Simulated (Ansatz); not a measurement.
KI built on the h-MgO prototype was relaxed with 3 functionals in the plane-wave code Ansatz, cell and atoms free, the symmetry of the start kept (meshes: PBE 6×6×4, r2SCAN 6×6×4, PBEsol 6×6×4). The structure was generated, not taken from experiment, and needn't be the ground state; spin polarisation is off.

The PBE result:
```cif
data_structure
_symmetry_space_group_name_H-M 'P6_3/mmc'
_symmetry_Int_Tables_number 194
_cell_length_a 6.0884
_cell_length_b 6.0884
_cell_length_c 7.1285
_cell_angle_alpha 90.000
_cell_angle_beta 90.000
_cell_angle_gamma 120.000
_cell_volume 228.84
loop_
_atom_site_label
_atom_site_type_symbol
_atom_site_symmetry_multiplicity
_atom_site_Wyckoff_symbol
_atom_site_fract_x
_atom_site_fract_y
_atom_site_fract_z
_atom_site_occupancy
K1 K 2 c 0.33333 0.66667 0.25000 1
I1 I 2 d 0.66667 0.33333 0.25000 1
```

It is hexagonal, P6_3/mmc (No. 194); a = 6.088 Å, c = 7.128 Å in the conventional setting, 57.21 Å³ an atom. K has 5 I at 3.52–3.56 Å; I has 5 K at 3.52–3.56 Å.

Question: Order the functionals by the relaxed volume, smallest first.
A. r2SCAN
B. PBE
C. PBEsol

Answer: C (53.77 Å³/atom), A (55.58 Å³/atom), B (57.21 Å³/atom).

Question: How does the cell change with PBEsol?

Answer: a = 5.976 Å, c = 6.954 Å; the volume differs by -6.0 % from PBE's. K has 5 I at 3.45–3.48 Å; I has 5 K at 3.45–3.48 Å.

Question: How does the cell change with r2SCAN?

Answer: a = 6.039 Å, c = 7.039 Å; the volume differs by -2.9 % from PBE's. K is surrounded by 5 I at 3.49–3.52 Å; I is surrounded by 5 K at 3.49–3.52 Å.

Question: Held at the r2SCAN cell, what mean stress does PBE find, and does its sign point to its own minimum?

Answer: Yes. PBE +0.26 GPa, and its relaxed volume is +2.9 % from r2SCAN's. Compression counts positive, so a positive stress asks for a larger cell.
